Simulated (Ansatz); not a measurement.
**MoTe2**

**What was measured.** A cell as deposited of hexagonal MoTe2 (space group P6_3/mmc), temperature not stated, from the Crystallography Open Database (1963), has a, c = 3.518, 13.974 Å and 24.96 Å³/atom.

Computed with Ansatz (plane waves, PAW, 500 eV cutoff): r²SCAN, scalar-relativistic, collinear spin, 8×8×2 k-mesh, Gaussian smearing of 0.05 eV. The datasets are Ansatz's generated set soft_2.

```
CELL_PARAMETERS angstrom
3.56368 0.00000 0.00000
-1.78184 3.08624 0.00000
0.00000 0.00000 14.71971
ATOMIC_POSITIONS crystal
Te 0.33333 0.66667 0.62844
Te 0.66667 0.33333 0.12844
Te 0.33333 0.66667 0.87156
Te 0.66667 0.33333 0.37156
Mo 0.33333 0.66667 0.25000
Mo 0.66667 0.33333 0.75000
```

The chain of runs began from a cell as deposited in COD, expanded in volume.

Magnetic state: non-magnetic, site spin moments none.

The cell above was scaled in volume, and shape and atoms were relaxed at each volume within its symmetry. Energies are counted from the cell above.

Cell and atoms are those of this level's equilibrium.

```tsv
V (Å³/atom)	ΔE (meV/atom)	P (GPa)
25.90	3.1	1.02
26.44	0.7	0.44
26.98	0.0	0.02
27.52	0.4	-0.26
28.06	1.7	-0.44
28.87	?	?
```

Problem. Fill in the withheld row.

Solution. ΔE (meV/atom): 4.3, P (GPa): -0.55.

Problem. Can a bulk modulus be trusted from these points?

Solution. No. The energies are smooth (scatter 0.00 meV/atom), but the fit's B0′ of 17.3 is out of the usual range: the curve is too flat or too lopsided over this range, as for soft or weakly bound crystals, and a third-order form can't fix it.

**Comparison.** The computed cell (3.564, 14.720 Å, 26.98 Å³/atom) differs from the database's by +8.1 % in volume, about +2.6 % in length. The axes miss by +1.3 %, +5.3 %. Without a dispersion term the weakly bound parts drift apart.

No spin–orbit coupling, a notable omission for heavy elements. The structure is built of weakly bound layers, and this functional has no dispersion term, so their spacing and all that hangs on it (volume, the soft elastic constants, low modes, dielectric constants) are poorly given.
